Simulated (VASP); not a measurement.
Wanted: the native input for a VASP 6.6.1 run.

```
Task                   : relaxation of cell and atoms
Functional             : TPSS
Potentials or basis    : VASP PAW PBE potentials, release 64 (Os)
Cutoff                 : 600 eV
k mesh                 : 11 × 11 × 6
Occupations            : fermi-dirac, width 0.05 eV
Spin                   : no spin polarisation
Further INCAR settings : ALGO = Normal; EDIFF = 1e-06; IBRION = 2; EDIFFG = -0.02; NSW = 60; ISIF = 3
```

The structure of Os lies in POSCAR:

```
Os
1.0
    2.7341000000      0.0000000000      0.0000000000
   -1.3670500000      2.3678000565      0.0000000000
    0.0000000000      0.0000000000      4.3197000000
Os
2
Direct
    0.6666666667      0.3333333333      0.7500000000
    0.3333333333      0.6666666667      0.2500000000
```

These files were run (other wordings do the same):

INCAR

```
SYSTEM = Os
PREC = Accurate
ENCUT = 600
EDIFF = 1E-6
ISMEAR = -1
SIGMA = 0.05
LREAL = .FALSE.
LASPH = .TRUE.
NELM = 100
ALGO = Normal
ISIF = 3
LWAVE = .FALSE.
LCHARG = .FALSE.
METAGGA = TPSS
LMIXTAU = .TRUE.
IBRION = 2
NSW = 60
EDIFFG = -0.02
```

KPOINTS

```
Automatic mesh
0
G
  11 11 6
  0 0 0
```

Potentials or basis: VASP PAW PBE potentials, release 64 (Os).

Run with:

```sh
$ cat potpaw_PBE.64/Os/POTCAR > POTCAR
$ mpirun -np 1 vasp_std > vasp.out
```

Results of the run:

```
Relaxed volume                         : 14.09 Å³/atom
Relaxed cell                           : a = 2.740 Å, b = 2.740 Å, c = 4.332 Å, α = 90.00°, β = 90.00°, γ = 120.00°
Space group after relaxing (to 0.05 Å) : P6_3/mmc (No. 194)
Energy gained by relaxing              : 1.1 meV/atom
Ionic steps                            : 3
Pressure after relaxing                : 0.0 GPa
Band gap on the k mesh                 : none (metal or under the smearing width)
```

Caveat: the PAW data sets were made with another functional, which shifts forces and pressure a little.

Wall time 2.5 min on 1 thread of Intel(R) Xeon(R) Platinum 8488C (Sapphire Rapids) (shared host), peak memory 0.17 GiB.
